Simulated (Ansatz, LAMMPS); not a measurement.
# Amorphous TiO2 at 3.05 g/cm^3 (84 atoms): geometry optimisation, part 2 of 4

Wanted: the relaxed structure of amorphous TiO2 at 3.05 g/cm^3 (84 atoms) and its electronic structure.

Ansatz 0.2.0; Kohn-Sham DFT, PBE, PAW (set soft_2), plane waves.

The cell: 28 Ti and 56 O. The quench rate of 50 K/ps far exceeds what a furnace or splat quench reaches. The network of bonds at the start is that of the classical potential that made the cell. Only the Γ point is sampled in the main run, in a cell whose shortest periodic width is 11 Å.

So far. Step 3 (Single point at the start): Neighbours are counted within 2.64 Å (O-Ti).

### Step 4. Relaxation

With the cell held, the atoms are moved downhill towards a nearby minimum.

input.yaml reads:

```yaml
crystal:
  lattice:
    - [10.6745, 0.0, 0.0]
    - [0.0, 10.6745, 0.0]
    - [0.0, 0.0, 10.6745]
  atoms:
    [... the 84 atom lines of step 3 ...]
kpoints:
  mp_grid: { grid: [1, 1, 1] }
hamiltonian:
  xc: pbe
scf:
  occupations: { method: fermi_dirac, width: 0.025 }
output:
  forces: true
relax:
  f_tol: 0.04
  max_steps: 250
```

Command:

```console
> ansatz run input.yaml --threads 4 --pin off --max-ram 8192MiB --backend cpu --events-out ev --progress --plain --runs-dir out
```

Numbers of over 12 decimals in the logs are rounded to 6 here.

Output:

```text
[...]
Crystal: 84 atoms, lattice volume = 1216.305 Å³
Basis set: ecut = 420 eV, 23847 PW (Γ), exchange–correlation on 144×144×144 points (8 copies of the dense FFT grid, shifted against one another)
Bands: 420, of which v1, the nominal top of the filled ones, is band 336 counted from 1 (335 counted from 0)
Symmetry: 1 space group operations
[...]
k-points: 1
[...]
SCF iter   1: F=—  HF=-101872.773394 eV  |F-HF|=—  |Δ(HF+E_count)|=         —  Δρ=3.95e-3  dr2=1.89e-1  ethr=1.77e-3  ⟨swp⟩=5.0  Hψ=1536  notcnv=0  defer=42
[...]
SCF iter   7: F=-101872.769830 eV  HF=-101872.769833 eV  |F-HF|=3.28e-6  |Δ(HF+E_count)|=   4.44e-5  Δρ=4.74e-5  dr2=3.26e-5  ethr=5.95e-9  ⟨swp⟩=2.0  Hψ=1194  notcnv=0
SCF 1 converged in 7 iterations: F = -101872.769830 eV  dr2 = 3.26e-5
[...]
relax step   1: F+E_penalty+E_count = -101872.76982980 eV  Δ(F+E_penalty+E_count) = +0.000e0 eV  max|allowed force component| = 1.717e0 eV/Å  Δτ_max = 0.0000 Å  (7 SCF iters, dr2 threshold 4.00e-5 eV, accepted)
[...]
relax step   2: F+E_penalty+E_count = -101874.91956481 eV  Δ(F+E_penalty+E_count) = -2.150e0 eV  max|allowed force component| = 8.639e-1 eV/Å  Δτ_max = 0.1215 Å  (8 SCF iters, dr2 threshold 1.00e-4 eV, accepted)
[...]
relax step   3: F+E_penalty+E_count = -101875.65498546 eV  Δ(F+E_penalty+E_count) = -7.354e-1 eV  max|allowed force component| = 3.422e-1 eV/Å  Δτ_max = 0.1344 Å  (8 SCF iters, dr2 threshold 4.66e-5 eV, accepted)
relax step   4: F+E_penalty+E_count = -101876.01055980 eV  Δ(F+E_penalty+E_count) = -3.556e-1 eV  max|allowed force component| = 3.260e-1 eV/Å  Δτ_max = 0.2000 Å  (9 SCF iters, dr2 threshold 1.84e-5 eV, accepted)
relax step   5: F+E_penalty+E_count = -101876.17890248 eV  Δ(F+E_penalty+E_count) = -1.683e-1 eV  max|allowed force component| = 4.061e-1 eV/Å  Δτ_max = 0.1940 Å  (9 SCF iters, dr2 threshold 1.67e-5 eV, accepted)
relax step   6: F+E_penalty+E_count = -101876.51128265 eV  Δ(F+E_penalty+E_count) = -3.324e-1 eV  max|allowed force component| = 2.432e-1 eV/Å  Δτ_max = 0.2000 Å  (8 SCF iters, dr2 threshold 1.00e-4 eV, accepted)
relax step   7: F+E_penalty+E_count = -101876.54253962 eV  Δ(F+E_penalty+E_count) = -3.126e-2 eV  max|allowed force component| = 8.018e-1 eV/Å  Δτ_max = 0.1910 Å  (9 SCF iters, dr2 threshold 2.12e-5 eV, accepted)
relax step   8: F+E_penalty+E_count = -101876.69224912 eV  Δ(F+E_penalty+E_count) = -1.497e-1 eV  max|allowed force component| = 3.231e-1 eV/Å  Δτ_max = 0.2000 Å  (8 SCF iters, dr2 threshold 1.00e-4 eV, accepted)
relax step   9: F+E_penalty+E_count = -101876.75866391 eV  Δ(F+E_penalty+E_count) = -6.641e-2 eV  max|allowed force component| = 2.913e-1 eV/Å  Δτ_max = 0.2000 Å  (9 SCF iters, dr2 threshold 1.70e-5 eV, accepted)
relax step  10: F+E_penalty+E_count = -101876.76868034 eV  Δ(F+E_penalty+E_count) = -1.002e-2 eV  max|allowed force component| = 4.413e-1 eV/Å  Δτ_max = 0.1514 Å  (9 SCF iters, dr2 threshold 1.38e-5 eV, accepted)
relax step  11: F+E_penalty+E_count = -101876.81592625 eV  Δ(F+E_penalty+E_count) = -4.725e-2 eV  max|allowed force component| = 2.002e-1 eV/Å  Δτ_max = 0.1886 Å  (7 SCF iters, dr2 threshold 1.00e-4 eV, accepted)
relax step  12: F+E_penalty+E_count = -101876.83072723 eV  Δ(F+E_penalty+E_count) = -1.480e-2 eV  max|allowed force component| = 9.221e-2 eV/Å  Δτ_max = 0.0828 Å  (8 SCF iters, dr2 threshold 8.26e-6 eV, accepted)
relax step  13: F+E_penalty+E_count = -101876.83594756 eV  Δ(F+E_penalty+E_count) = -5.220e-3 eV  max|allowed force component| = 5.725e-2 eV/Å  Δτ_max = 0.0635 Å  (9 SCF iters, dr2 threshold 1.75e-6 eV, accepted)
relax step  14: F+E_penalty+E_count = -101876.83822608 eV  Δ(F+E_penalty+E_count) = -2.279e-3 eV  max|allowed force component| = 4.840e-2 eV/Å  Δτ_max = 0.0532 Å  (10 SCF iters, accepted)
[...]
relax step  15: F+E_penalty+E_count = -101876.83913167 eV  Δ(F+E_penalty+E_count) = -9.056e-4 eV  max|allowed force component| = 3.842e-2 eV/Å  Δτ_max = 0.0453 Å  (10 SCF iters, accepted)
SCF converged after 10 iterations
Free energy (F): -101876.839132 eV
[...]
Internal energy: -101876.839132 eV  (E = F + TS)
E sigma→0 (E₀):  -101876.839132 eV
Fermi energy:    5.687130 eV
[...]
--- Forces (eV/Å), atoms counted from 1 ---
  atom   1  Ti    -0.00614346     0.01271416     0.01820509
  atom   2  Ti    -0.00275366     0.00698410     0.00631429
  atom   3  Ti     0.00354218    -0.00756352     0.01585434
  atom   4  Ti     0.00069588    -0.00288436     0.00754836
  atom   5  Ti    -0.00862271    -0.00598675     0.00008096
  atom   6  Ti     0.00128285    -0.00449067     0.00122575
  atom   7  Ti    -0.00357410     0.00082521     0.00134109
  atom   8  Ti    -0.00098976    -0.00163297     0.00644300
  atom   9  Ti     0.01247237    -0.01043157     0.00339001
  atom  10  Ti    -0.00983084     0.00521057     0.00875491
  atom  11  Ti     0.00450944     0.00316152    -0.01522893
  atom  12  Ti     0.01498072     0.02019879     0.01173288
  atom  13  Ti    -0.01323857    -0.00541734    -0.00194790
  atom  14  Ti     0.03841921     0.01669935    -0.02530432
[...]
atom  83  O      0.00137025    -0.00357878     0.00227601
  atom  84  O     -0.01367580    -0.01384610    -0.00399734
  max |Σ_I F_I| component: 4.67e-5 eV/Å
--- Relaxed structure (15 steps of the walk, 15 accepted, 0 SCFs on fresh bases) ---
  F+E_penalty+E_count = -101876.83913167 eV   max|allowed force component| = 3.842e-2 eV/Å
  atoms:
    - { symbol: Ti, position: [0.720348, 0.601750, 0.705633] }
    - { symbol: Ti, position: [0.271720, 0.522536, 0.880151] }
    - { symbol: Ti, position: [0.611846, 0.982057, 0.433025] }
    - { symbol: Ti, position: [0.642659, 0.603357, 0.161548] }
[...]
- { symbol: O, position: [0.570584, 0.252105, 0.939903] }
```

It took 3.2 min on 4 threads of Arm Neoverse V1, shared host; peak memory 1.6 GiB; 12 min of CPU time.

The steps of the relaxation:

| step | energy less that of the first step (eV) | largest force component (eV/Å) |
| --- | --- | --- |
| 1 | 0.0000 | 1.7167 |
| 2 | -2.1497 | 0.8639 |
| 3 | -2.8852 | 0.3422 |
| 4 | -3.2407 | 0.3260 |
| 5 | -3.4091 | 0.4061 |
| 6 | -3.7415 | 0.2432 |
| 7 | -3.7727 | 0.8018 |
| 8 | -3.9224 | 0.3231 |
| 9 | -3.9888 | 0.2913 |
| 10 | -3.9988 | 0.4413 |
| 11 | -4.0461 | 0.2003 |
| 12 | -4.0609 | 0.0922 |
| 13 | -4.0661 | 0.0572 |
| 14 | -4.0684 | 0.0484 |
| 15 | -4.0693 | 0.0384 |

The atoms that moved most (Å):

| atom | dx | dy | dz | length |
| --- | --- | --- | --- | --- |
| O44 | -0.803 | 0.395 | 0.272 | 0.936 |
| O67 | -0.200 | 0.659 | 0.501 | 0.852 |
| O76 | -0.571 | 0.527 | 0.140 | 0.789 |
| O36 | -0.323 | 0.441 | -0.475 | 0.724 |
| O73 | 0.607 | -0.393 | 0.028 | 0.723 |
| O52 | 0.286 | -0.581 | 0.120 | 0.659 |
| Ti1 | -0.161 | -0.497 | -0.362 | 0.635 |
| O55 | 0.488 | -0.101 | 0.316 | 0.591 |

The relaxation changed the energy by -48.4 meV/atom, and atoms moved by 0.38 Å r.m.s., 0.94 Å at most.

### Step 5. Local order after relaxation

Bonds before and after, by the cutoffs listed below:

| pair | bonds before | bonds after | mean before (Å) | mean after (Å) | spread before (Å) | spread after (Å) |
| --- | --- | --- | --- | --- | --- | --- |
| O-Ti | 120 | 129 | 1.837 | 1.898 | 0.122 | 0.134 |

Density 3.05 g/cm³, 14.48 Å³ an atom.

Pair distribution functions g(r), in bins of 0.1 Å:

| r (Å) | total | O-O | O-Ti | Ti-Ti |
| --- | --- | --- | --- | --- |
| 1.65 | 0.00 | 0.00 | 0.00 | 0.00 |
| 1.75 | 1.48 | 0.00 | 3.33 | 0.00 |
| 1.85 | 6.06 | 0.00 | 13.60 | 0.00 |
| 1.95 | 1.08 | 0.00 | 2.44 | 0.00 |
| 2.05 | 0.72 | 0.00 | 1.62 | 0.00 |
| 2.15 | 0.24 | 0.00 | 0.53 | 0.00 |
| 2.25 | 0.27 | 0.00 | 0.61 | 0.00 |
| 2.35 | 0.05 | 0.00 | 0.11 | 0.00 |
| 2.45 | 0.14 | 0.31 | 0.00 | 0.00 |
| 2.55 | 0.42 | 0.86 | 0.09 | 0.00 |
| 2.65 | 0.54 | 1.14 | 0.09 | 0.00 |
| 2.75 | 1.15 | 2.51 | 0.08 | 0.00 |
| 2.85 | 1.49 | 3.12 | 0.23 | 0.00 |
| 2.95 | 1.71 | 3.42 | 0.22 | 0.86 |
| 3.05 | 1.50 | 3.04 | 0.20 | 0.53 |
| 3.15 | 0.69 | 1.12 | 0.12 | 1.23 |
| 3.25 | 0.75 | 1.11 | 0.24 | 1.40 |
| 3.35 | 0.78 | 0.60 | 0.49 | 2.65 |
| 3.45 | 1.01 | 0.98 | 0.73 | 2.28 |
| 3.55 | 1.00 | 0.69 | 0.54 | 4.13 |
| 3.65 | 0.95 | 0.51 | 0.88 | 2.98 |
| 3.75 | 0.88 | 0.62 | 1.18 | 0.71 |
| 3.85 | 0.96 | 0.75 | 1.29 | 0.50 |
| 3.95 | 0.83 | 0.71 | 1.07 | 0.32 |
| 4.05 | 1.07 | 0.68 | 1.70 | 0.15 |
| 4.15 | 1.05 | 0.54 | 1.69 | 0.57 |
| 4.25 | 1.14 | 0.61 | 1.74 | 0.82 |
| 4.35 | 1.20 | 0.36 | 2.06 | 1.17 |
| 4.45 | 1.22 | 0.90 | 1.55 | 1.12 |
| 4.55 | 1.07 | 0.75 | 1.52 | 0.59 |
| 4.65 | 1.00 | 0.94 | 1.20 | 0.46 |
| 4.75 | 0.95 | 0.74 | 1.21 | 0.77 |
| 4.85 | 1.11 | 1.16 | 1.08 | 1.05 |
| 4.95 | 0.96 | 0.93 | 0.88 | 1.41 |
| 5.05 | 0.92 | 0.90 | 0.83 | 1.36 |
| 5.15 | 1.19 | 1.56 | 0.82 | 1.21 |
| 5.25 | 1.08 | 1.43 | 0.80 | 0.80 |

Bonds by pair of elements; cutoffs follow the first minimum of g(r), held within bounds set by covalent radii, and pairs that aren't listed don't count as bonded:

| pair A-B | cutoff (Å) | bonds | mean length (Å) | spread (Å) | shortest (Å) | B about A | A about B |
| --- | --- | --- | --- | --- | --- | --- | --- |
| O-Ti | 2.64 | 129 | 1.90 | 0.134 | 1.75 | 2.30 | 4.61 |

How many atoms have how many bonded neighbours:

| element | mean | 2 | 3 | 4 | 5 |
| --- | --- | --- | --- | --- | --- |
| O | 2.30 | 39 | 17 | 0 | 0 |
| Ti | 4.61 | 0 | 0 | 11 | 17 |

Bond angles, per cent of each kind in bins of 5°:

| angle (°) | O-Ti-O | Ti-O-Ti |
| --- | --- | --- |
| 65–70 | 0.8 | 0.0 |
| 70–75 | 3.0 | 0.0 |
| 75–80 | 5.1 | 0.0 |
| 80–85 | 4.7 | 0.0 |
| 85–90 | 5.9 | 0.0 |
| 90–95 | 6.8 | 5.6 |
| 95–100 | 9.8 | 7.8 |
| 100–105 | 14.0 | 6.7 |
| 105–110 | 14.4 | 7.8 |
| 110–115 | 13.6 | 2.2 |
| 115–120 | 6.4 | 2.2 |
| 120–125 | 2.1 | 8.9 |
| 125–130 | 2.1 | 7.8 |
| 130–135 | 1.7 | 12.2 |
| 135–140 | 0.8 | 1.1 |
| 140–145 | 1.3 | 6.7 |
| 145–150 | 0.8 | 5.6 |
| 150–155 | 2.1 | 7.8 |
| 155–160 | 1.3 | 4.4 |
| 160–165 | 0.0 | 7.8 |
| 165–170 | 1.3 | 3.3 |
| 170–175 | 1.7 | 0.0 |
| 175–180 | 0.4 | 2.2 |

Bond angles (no mean is given where the spread exceeds 20°):

| angle | count | mean (°) | spread (°) |
| --- | --- | --- | --- |
| O-Ti-O | 236 | - | - |
| Ti-O-Ti | 90 | - | - |

Bond length by coordination (bonds to H left out):

| element | coordination | atoms | mean bond length (Å) |
| --- | --- | --- | --- |
| O | 2 | 39 | 1.83 |
| O | 3 | 17 | 2.00 |
| Ti | 4 | 11 | 1.83 |
| Ti | 5 | 17 | 1.93 |

Rings of the network by King's shortest-path rule, up to 12 atoms, one path for each pair of neighbours; H, halogens, alkali and alkaline-earth atoms are left out, and the last column divides by all other atoms, bonded or not:

| ring size (atoms) | rings | per network atom |
| --- | --- | --- |
| 4 | 11 | 0.131 |
| 6 | 11 | 0.131 |
| 8 | 27 | 0.321 |
| 10 | 47 | 0.56 |
| 12 | 29 | 0.345 |

For some of the pairs, g(r) has its first main peak near 2.9 Å (O-O) and 1.8 Å (O-Ti). Counting bonds as in the table, 70 % of O atoms have 2 and 61 % of Ti atoms have 5 bonded neighbours. Bonds at O atoms with 2 neighbours average 1.83 Å, against 2.00 Å at those with 3. Rings of 10 atoms are the most common (38 % of those counted); sizes run from 4 to 12, where the search stops.

(Continued in part 3 of 4.)

[Logs are printed without paths, hosts, clocks, repeated set-up lines and the standing remarks that a program may print on its own settings, such as how far it seeks lower states.]

[Hosts, paths, dates, database ids (printed as entryN), source tags and the programs' standing remarks are cut or masked in the printed files.]
